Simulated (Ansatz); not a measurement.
The system is SbPt.

```
Pt Sb
1.0
     4.12000    0.00000    0.00000
    -2.06000    3.56802    0.00000
     0.00000    0.00000    5.47000
Pt Sb
2 2
Cartesian
  0.0000 0.0000 2.7350
  0.0000 0.0000 0.0000
  2.0600 1.1893 4.1025
  0.0000 2.3787 1.3675
```

Base run:

| Quantity | Value |
| --- | --- |
| Program | Ansatz 0.2.0 |
| Functional | PBEsol |
| Potentials or basis | Ansatz PAW |
| Cutoff | 420 eV |
| Density cutoff | 1680 eV |
| k mesh | 8 × 8 × 5 |
| Occupations | fermi-dirac, width 0.05 eV |
| Spin | no spin polarisation |
| Hubbard terms | Pt d U = 3 eV |

Its results: band gap on the k mesh none (metal or under the smearing width); pressure 3.8 GPa.

**Question.** The run is repeated on the same cell with these changes: spin from no spin polarisation to spin-orbit coupling, no magnetisation; hubbard terms from Pt d U = 3 eV to none; hubbard projectors from ortho-atomic (the default) to none; potential files from those of the base run to others of the same set. What comes out?

**Answer.** Band gap on the k mesh none (metal or under the smearing width); pressure 3.3 GPa.

Several settings changed at once, so the effect can't be laid on one alone.

Caveats: the PAW data sets come from PBE, with cores solved anew for the run's functional, which leaves a small shift of forces and pressure; U without spin polarisation on a metal has little footing (some runs); the U is typed as a test and isn't derived for this compound (some runs); the density of states is complete only up to the lowest level of the last band computed (some runs).

Not every run made on this cell is shown here.
